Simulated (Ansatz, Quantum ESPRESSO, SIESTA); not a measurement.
# One calculation of Sb, 3 ways

```
Sb
1.0
     3.36900    0.00000    0.00000
    -1.68450    2.91764    0.00000
     0.00000    0.00000   25.66000
Sb
5
Direct
  0.33333 0.66667 0.29228
  0.66667 0.33333 0.39614
  0.33333 0.66667 0.50000
  0.66667 0.33333 0.60386
  0.33333 0.66667 0.70772
```

Alike in all runs: functional PBE; k mesh 9 × 9 × 1; occupations fermi-dirac, width 0.05 eV; no spin polarisation; no spin-orbit coupling.

```tsv
program and potentials	plane-wave cutoff (eV)	notes	largest force (eV/Å)
Ansatz, Ansatz PAW	420	-	0.448
SIESTA, files PseudoDojo sr-pbe-0.4.1-standard, DZP (energy shift 0.003 Ry; two zetas on semicore shells)	-	atomic basis	0.381
Quantum ESPRESSO, PseudoDojo 0.4.1 SR PBE standard	1088	-	0.443
```

Force on atom 4 (Sb), eV/Å:

| program and potentials | x | y | z |
| --- | --- | --- | --- |
| Ansatz, Ansatz PAW | 0.000 | 0.000 | 0.448 |
| SIESTA, files PseudoDojo sr-pbe-0.4.1-standard, DZP (energy shift 0.003 Ry; two zetas on semicore shells) | 0.000 | 0.000 | 0.381 |
| Quantum ESPRESSO, PseudoDojo 0.4.1 SR PBE standard | 0.000 | 0.000 | 0.443 |

Rows in atomic bases carry the error of their basis and grid, which can be large.

Differences between rows come from potentials, basis sets and numerical settings, since the functional is the same but for its coding. Runs on potential files found faulty are left out.
